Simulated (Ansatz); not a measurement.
Electric field gradients in Si under strain

The cell is a structure deposited in the COD, relaxed with PBE at fixed cell and then changed (z compressed by 1 %, ions relaxed).

```cif
data_structure
_symmetry_space_group_name_H-M 'P 1'
_symmetry_Int_Tables_number 1
_cell_length_a 3.8209
_cell_length_b 3.8209
_cell_length_c 3.8401
_cell_angle_alpha 59.834
_cell_angle_beta 59.834
_cell_angle_gamma 60.332
_cell_volume 39.64
loop_
_atom_site_label
_atom_site_type_symbol
_atom_site_fract_x
_atom_site_fract_y
_atom_site_fract_z
_atom_site_occupancy
Si1 Si 0.00000 0.00000 0.00000 1
Si2 Si 0.25000 0.25000 0.25000 1
```

Atoms are numbered from 1 in the order listed; like atoms form one site, named after its first atom.

Computed with Ansatz: DFT, PBE, plane waves and PAW, scalar-relativistic, 420 eV cutoff, Γ-centred 14×14×14 k-points, Fermi–Dirac smearing 0.02 eV.

Conventions: |V_zz| ≥ |V_yy| ≥ |V_xx|, η = (V_xx − V_yy)/V_zz, C_Q = eQV_zz/h.

(1) Give the quadrupolar parameters of the distinct sites.

Answers

(1) 

| site | atoms (order as listed) | first shell | V_zz (10²¹ V/m²) | η | C_Q (MHz) |
| --- | --- | --- | --- | --- | --- |
| Si | 1, 2 | 4 Si at 2.34 Å | 0.011 | 0.00 | – |

An axis of threefold or higher order runs through Si, so V_zz lies along it and η is zero.

Si has no stable isotope with a ground-state quadrupole moment in the table, so no C_Q is given.

With a gap of 0.4 eV on this mesh, the gradients can still move by some per cent as the k-mesh gets denser.
